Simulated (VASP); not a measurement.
Here is a VASP 6.6.1 calculation.

INCAR

```
SYSTEM = TiS2
ALGO = Fast
EDIFF = 1E-6
ENCUT = 520
ISIF = 2
ISMEAR = -1
LASPH = .True.
LCHARG = .True.
LELF = .True.
LREAL = .False.
LVHAR = .True.
LWAVE = .False.
NBANDS = 19
NELM = 100
PREC = Accurate
SIGMA = 0.02
```

Contents of KPOINTS:

```
k-points
0
Gamma
  12 12 4
  0 0 0
```

File POSCAR:

```
TiS2
1.0
    3.4109118719      0.0000000000      0.0000000000
   -1.7054559359      2.9539363312      0.0000000000
    0.0000000000      0.0000000000      5.7407101477
Ti S
1 2
Direct
    0.0000000000      0.0000000000      0.0000000000
    0.3333333333      0.6666666667      0.2448339576
    0.6666666667      0.3333333333      0.7551660424
```

Potentials or basis: VASP PAW LDA potentials, release 64 (Ti_sv, S).

Launch:

```sh
$ cat potpaw_LDA.64/Ti_sv/POTCAR potpaw_LDA.64/S/POTCAR > POTCAR
$ mpirun -np 1 vasp_std > vasp.out
```

(1) Estimate the largest force.

(2) What does it give for the pressure?

Answers

(1) 0.205 eV/Å.

(2) -5.0 GPa.
